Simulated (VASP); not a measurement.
# CdS (Hawleyite) (F-43m) in VASP: further runs, part 3 of 3

VASP 6.6.1. Earlier steps stand in the parts before.

## Step 5: G0W0 quasiparticle levels, PBE

The input, POSCAR:

```
CdS
1.0
    0.0000000000      2.9165000000      2.9165000000
    2.9165000000      0.0000000000      2.9165000000
    2.9165000000      2.9165000000      0.0000000000
Cd S
1 1
Direct
    0.0000000000      0.0000000000      0.0000000000
    0.7500000000      0.7500000000      0.7500000000
```

The input, INCAR.step1:

```
SYSTEM = CdS
  PREC = Accurate
  ENCUT = 400
  EDIFF = 1E-8
  ISMEAR = 0
  SIGMA = 0.01
  LREAL = .FALSE.
  LASPH = .TRUE.
  NELM = 80
  ALGO = Normal
  LWAVE = .TRUE.
  LCHARG = .FALSE.
  GGA = PE
```

The input, INCAR.step2:

```
SYSTEM = CdS
  PREC = Accurate
  ENCUT = 400
  EDIFF = 1E-8
  ISMEAR = 0
  SIGMA = 0.01
  LREAL = .FALSE.
  LASPH = .TRUE.
  NELM = 1
  ALGO = Exact
  LWAVE = .TRUE.
  LCHARG = .FALSE.
  GGA = PE
  NBANDS = 68
  LOPTICS = .TRUE.
  ISTART = 1
```

The input, INCAR.step3:

```
SYSTEM = CdS
  PREC = Accurate
  ENCUT = 400
  EDIFF = 1E-8
  ISMEAR = 0
  SIGMA = 0.01
  LREAL = .FALSE.
  LASPH = .TRUE.
  ALGO = EVGW0
  LWAVE = .FALSE.
  LCHARG = .FALSE.
  GGA = PE
  NELMGW = 1
  NBANDS = 68
  ENCUTGW = 150
  NOMEGA = 48
  PRECFOCK = Fast
  ISTART = 1
  NBANDSGW = 17
```

The input, KPOINTS:

```
regular mesh
0
G
  3 3 3
  0 0 0
```

Potentials or basis: VASP PAW PBE potentials, release 64 (Cd_GW, S_GW).

The run is started by

```console
$ cat potpaw_PBE.64/Cd_GW/POTCAR potpaw_PBE.64/S_GW/POTCAR > POTCAR
$ cp INCAR.step1 INCAR
$ mpirun -np 1 vasp_std > vasp.out
$ cp INCAR.step2 INCAR
$ mpirun -np 1 vasp_std > vasp.out
$ cp INCAR.step3 INCAR
$ mpirun -np 1 vasp_std > vasp.out
```

OUTCAR:

```text
SYSTEM = CdS
   PREC = Accurate
   ENCUT = 400
   EDIFF = 1E-8
   ISMEAR = 0
   LREAL = .FALSE.
   LASPH = .TRUE.
   GGA = PE
   NELMGW = 1
   ENCUTGW = 150
   PRECFOCK = Fast
   ISTART = 1

 Found      4 irreducible k-points:

 Following reciprocal coordinates:
            Coordinates               Weight
  0.000000  0.000000  0.000000      1.000000
  0.333333  0.000000  0.000000      8.000000
  0.333333  0.333333  0.000000      6.000000
 -0.333333  0.333333  0.000000     12.000000
   k-points           NKPTS =      4   k-points in BZ     NKDIM =     27   number of bands    NBANDS=     68
   number of dos      NEDOS =    301   number of ions     NIONS =      2
   total plane-waves  NPLWV =  21952
   dimension x,y,z NGX =    28 NGY =   28 NGZ =   28
   dimension x,y,z NGXF=    56 NGYF=   56 NGZF=   56
   ions per type =               1   1
   NGX,Y,Z   is equivalent  to a cutoff of  11.29, 11.29, 11.29 a.u.
   NGXF,Y,Z  is equivalent  to a cutoff of  22.57, 22.57, 22.57 a.u.
 SYSTEM =  CdS
   PREC   = accura    normal or accurate (medium, high low for compatibility)
   ISTART =      1    job   : 0-new  1-cont  2-samecut
   ICHARG =      0    charge: 1-file 2-atom 10-const
   ISPIN  =      1    spin polarized calculation?
[... 31 lines left out ...]
   LHFCALC =     T    Hartree Fock is set to
   PRECFOCK=fast      Normal, Fast or Accurate (Low or Medium for compatibility)
   ENCUT4O =  -1.0   cutoff for four orbital integrals eV
   NKREDX  =     1    reduce k-point grid by
   NKREDY  =     1    reduce k-point grid by
   NKREDZ  =     1    reduce k-point grid by
   AEXX    =    1.0000 exact exchange contribution
   HFSCREEN=    0.0000 screening length (either q_TF or 0.3 A-1)
   HFSCREENC=   0.0000 screening length for correlation (either q_TF or 0.3 A-1)
   ENCUTFOCK=  -1.0 apply spherical cutoff to Coloumb kernel
   IVDW    =     0    specifies the selected vdW correction
   LEPSILON=     F    determine dielectric tensor
   LRPA    =     F    only Hartree local field effects (RPA)
   LRPAFORCE           =     F    calculate RPA forces
   ENCUTGW             = 150.0    cutoff for response function in eV
   ENCUTGWSOFT         = 120.0    soft cutoff for Coulomb kernel in GW response function in eV
   ENCUTLF             =  -1.0    cutoff for local field effects
   NELMGW              =     1    number of iterations in solving QP/BSE equation
   NELMHF              =     1    number of iterations in the inner HF iteration
   NKREDLFX            =     1    NKREDLFY  =   1   NKREDLFZ  =   1
 non-spin polarized calculation
 Gauss-broadening in eV      SIGMA  =   0.01
  energy-cutoff  :      400.00
  volume of cell :       49.62
 maximum number of plane-waves:       906
  NGX = 16; NGY = 16; NGZ = 16
   NGX = 13   NGY = 13   NGZ = 13
 maximum number of plane-waves:       212

 QP shifts <psi_nk| G(iteration)W_0 |psi_nk>: iteration 1
 for sc-GW calculations column KS-energies equals QP-energies in previous step
 and V_xc(KS)=  KS-energies - (<T + V_ion + V_H > + <T+V_H+V_ion>^1  + <V_x>^1)

 k-point   1 :       0.0000    0.0000    0.0000
  band No.  KS-energies  QP-energies   sigma(KS)   V_xc(KS)     V^pw_x(r,r')   Z            occupation Imag(sigma)

      1      -9.6274      -9.8656     -13.3680     -12.9925     -20.9027       0.6342       2.0000       1.2088
      2      -5.0674      -6.3364     -17.0223     -15.1689     -22.9351       0.6847       2.0000       0.3493
      3      -5.0674      -6.3364     -17.0223     -15.1689     -22.9351       0.6847       2.0000       0.3493
      4      -5.0674      -6.3364     -17.0223     -15.1689     -22.9351       0.6847       2.0000       0.3493
      5      -4.5962      -5.9559     -17.4538     -15.4943     -23.2427       0.6939       2.0000       0.3146
      6      -4.5962      -5.9559     -17.4538     -15.4943     -23.2427       0.6939       2.0000       0.3146
[... 59 lines left out ...]
      3      -4.8157      -6.1133     -17.2906     -15.4147     -23.1902       0.6917       2.0000       0.3397
      4      -4.6455      -6.0011     -17.3687     -15.4169     -23.1749       0.6945       2.0000       0.3219
      5      -4.5736      -5.9361     -17.4630     -15.5064     -23.2664       0.6964       2.0000       0.3183
      6      -4.0322      -5.2614     -17.3596     -15.5938     -23.1409       0.6961       2.0000       0.3347
[... 9 lines left out ...]
     16      17.1155      17.6770      -9.3957     -10.1567      -3.8295       0.7379       0.0000      -0.5692
     17      17.7297      18.4505     -10.0532     -11.0208      -4.1777       0.7450       0.0000      -0.7432
```

It took 22 s on 1 thread of Intel Xeon 6975P-C (Granite Rapids), shared host; peak memory 0.23 GiB.

These settings aren't checked as converged: the numbers below hold their error.

What came out:

```yaml
Band_gap_on_the_k_mesh_mean-field_level: 1.10 eV, direct
Quasiparticle_gap: 1.77 eV
Least_direct_quasiparticle_gap: 1.77 eV
```

Caveat: the k mesh is coarse (spacing up to 0.62 Å⁻¹), so the values aren't converged; bands, screening cutoff and mesh are small and nothing is extrapolated, so the quasiparticle values aren't converged.

## Step 6: G0W0 quasiparticle levels, PBE

POSCAR is that of step 5.

Changes to INCAR.step1 since step 5:

```diff
@@ -2,3 +2,3 @@
   PREC = Accurate
-  ENCUT = 400
+  ENCUT = 450
   EDIFF = 1E-8
```

Changes to INCAR.step2 since step 5:

```diff
@@ -2,3 +2,3 @@
   PREC = Accurate
-  ENCUT = 400
+  ENCUT = 450
   EDIFF = 1E-8
```

Changes to INCAR.step3 since step 5:

```diff
@@ -2,3 +2,3 @@
   PREC = Accurate
-  ENCUT = 400
+  ENCUT = 450
   EDIFF = 1E-8
@@ -15,3 +15,3 @@
   ENCUTGW = 150
-  NOMEGA = 48
+  NOMEGA = 36
   PRECFOCK = Fast
```

KPOINTS is that of step 5.

Potentials or basis: VASP PAW PBE potentials, release 64 (Cd_GW, S_GW).

The run is started by

```console
$ cat potpaw_PBE.64/Cd_GW/POTCAR potpaw_PBE.64/S_GW/POTCAR > POTCAR
$ cp INCAR.step1 INCAR
$ mpirun -np 1 vasp_std > vasp.out
$ cp INCAR.step2 INCAR
$ mpirun -np 1 vasp_std > vasp.out
$ cp INCAR.step3 INCAR
$ mpirun -np 1 vasp_std > vasp.out
```

OUTCAR:

```text
SYSTEM = CdS
   PREC = Accurate
   ENCUT = 450
   EDIFF = 1E-8
   ISMEAR = 0
   LREAL = .FALSE.
   LASPH = .TRUE.
   GGA = PE
   NELMGW = 1
   ENCUTGW = 150
   PRECFOCK = Fast
   ISTART = 1

 Found      4 irreducible k-points:

 Following reciprocal coordinates:
            Coordinates               Weight
  0.000000  0.000000  0.000000      1.000000
  0.333333  0.000000  0.000000      8.000000
  0.333333  0.333333  0.000000      6.000000
 -0.333333  0.333333  0.000000     12.000000
   k-points           NKPTS =      4   k-points in BZ     NKDIM =     27   number of bands    NBANDS=     68
   number of dos      NEDOS =    301   number of ions     NIONS =      2
   total plane-waves  NPLWV =  27000
   dimension x,y,z NGX =    30 NGY =   30 NGZ =   30
   dimension x,y,z NGXF=    60 NGYF=   60 NGZF=   60
   ions per type =               1   1
   NGX,Y,Z   is equivalent  to a cutoff of  12.09, 12.09, 12.09 a.u.
   NGXF,Y,Z  is equivalent  to a cutoff of  24.18, 24.18, 24.18 a.u.
 SYSTEM =  CdS
   PREC   = accura    normal or accurate (medium, high low for compatibility)
   ISTART =      1    job   : 0-new  1-cont  2-samecut
   ICHARG =      0    charge: 1-file 2-atom 10-const
[... 32 lines left out ...]
   LHFCALC =     T    Hartree Fock is set to
   PRECFOCK=fast      Normal, Fast or Accurate (Low or Medium for compatibility)
   ENCUT4O =  -1.0   cutoff for four orbital integrals eV
   NKREDX  =     1    reduce k-point grid by
   NKREDY  =     1    reduce k-point grid by
   NKREDZ  =     1    reduce k-point grid by
   AEXX    =    1.0000 exact exchange contribution
   HFSCREEN=    0.0000 screening length (either q_TF or 0.3 A-1)
   HFSCREENC=   0.0000 screening length for correlation (either q_TF or 0.3 A-1)
   ENCUTFOCK=  -1.0 apply spherical cutoff to Coloumb kernel
   IVDW    =     0    specifies the selected vdW correction
   LEPSILON=     F    determine dielectric tensor
   LRPA    =     F    only Hartree local field effects (RPA)
   LRPAFORCE           =     F    calculate RPA forces
   ENCUTGW             = 150.0    cutoff for response function in eV
   ENCUTGWSOFT         = 120.0    soft cutoff for Coulomb kernel in GW response function in eV
   ENCUTLF             =  -1.0    cutoff for local field effects
   NELMGW              =     1    number of iterations in solving QP/BSE equation
   NELMHF              =     1    number of iterations in the inner HF iteration
   NKREDLFX            =     1    NKREDLFY  =   1   NKREDLFZ  =   1
 non-spin polarized calculation
 Gauss-broadening in eV      SIGMA  =   0.01
  energy-cutoff  :      450.00
  volume of cell :       49.62
 maximum number of plane-waves:      1089
 NGX is ok and might be reduce to    30
  NGX = 16; NGY = 16; NGZ = 16
   NGX = 15   NGY = 15   NGZ = 15
 maximum number of plane-waves:       212

 QP shifts <psi_nk| G(iteration)W_0 |psi_nk>: iteration 1
 for sc-GW calculations column KS-energies equals QP-energies in previous step
 and V_xc(KS)=  KS-energies - (<T + V_ion + V_H > + <T+V_H+V_ion>^1  + <V_x>^1)

 k-point   1 :       0.0000    0.0000    0.0000
  band No.  KS-energies  QP-energies   sigma(KS)   V_xc(KS)     V^pw_x(r,r')   Z            occupation Imag(sigma)

      1      -9.6269      -9.9136     -13.4395     -12.9919     -20.9027       0.6405       2.0000       1.2744
      2      -5.0684      -6.4924     -17.2308     -15.1709     -22.9360       0.6913       2.0000       0.5116
      3      -5.0684      -6.4924     -17.2308     -15.1709     -22.9360       0.6913       2.0000       0.5116
      4      -5.0684      -6.4924     -17.2308     -15.1709     -22.9360       0.6913       2.0000       0.5116
      5      -4.5976      -6.1069     -17.6593     -15.4962     -23.2435       0.6978       2.0000       0.4677
      6      -4.5976      -6.1069     -17.6593     -15.4962     -23.2435       0.6978       2.0000       0.4677
[... 59 lines left out ...]
      3      -4.8169      -6.2684     -17.4993     -15.4167     -23.1912       0.6970       2.0000       0.5033
      4      -4.6468      -6.1525     -17.5732     -15.4189     -23.1757       0.6989       2.0000       0.4755
      5      -4.5750      -6.0898     -17.6700     -15.5085     -23.2673       0.7008       2.0000       0.4687
      6      -4.0334      -5.4037     -17.5534     -15.5957     -23.1416       0.7000       2.0000       0.4816
[... 9 lines left out ...]
     16      17.1131      17.7105      -9.3641     -10.1620      -3.8311       0.7488       0.0000      -0.5862
     17      17.7266      18.4794     -10.0175     -11.0242      -4.1776       0.7478       0.0000      -0.7551
```

OUTCAR.step1:

```text
SYSTEM = CdS
   PREC = Accurate
   ENCUT = 450
   EDIFF = 1E-8
   ISMEAR = 0
   LREAL = .FALSE.
   LASPH = .TRUE.
[... 171 lines left out ...]
      0.00000      0.00000      0.00000         0.000000      0.000000      0.000000
      4.37475      4.37475      4.37475        -0.000000     -0.000000     -0.000000
 -----------------------------------------------------------------------------------
    total drift:                               -0.000000     -0.000000     -0.000000

  FREE ENERGIE OF THE ION-ELECTRON SYSTEM (eV)
  ---------------------------------------------------
  free  energy   TOTEN  =        -6.0051047980 eV

  energy  without entropy=       -6.0051047980  energy(sigma->0) =       -6.00510480
```

Run time: 25 s. Hardware: 1 thread of Intel Xeon 6975P-C (Granite Rapids), shared host; peak memory 0.32 GiB.

These settings aren't checked as converged: the numbers below hold their error.

What came out:

| Quantity | Value |
| --- | --- |
| Band gap on the k mesh, mean-field level | 1.10 eV, direct |
| Quasiparticle gap | 1.77 eV |
| Least direct quasiparticle gap | 1.77 eV |

Caveat: the k mesh is coarse (spacing up to 0.62 Å⁻¹), so the values aren't converged; bands, screening cutoff and mesh are small and nothing is extrapolated, so the quasiparticle values aren't converged.

## Step 7: For comparison

An earlier run on the cell as given: functional PBE; potentials or basis VASP PAW PBE potentials, release 64 (Cd, S); cutoff 520 eV; k mesh 8 × 8 × 8; occupations fermi-dirac, width 0.05 eV; no spin polarisation.

- Pressure: 3.2 GPa
- Band gap on the k mesh: 1.15 eV, direct
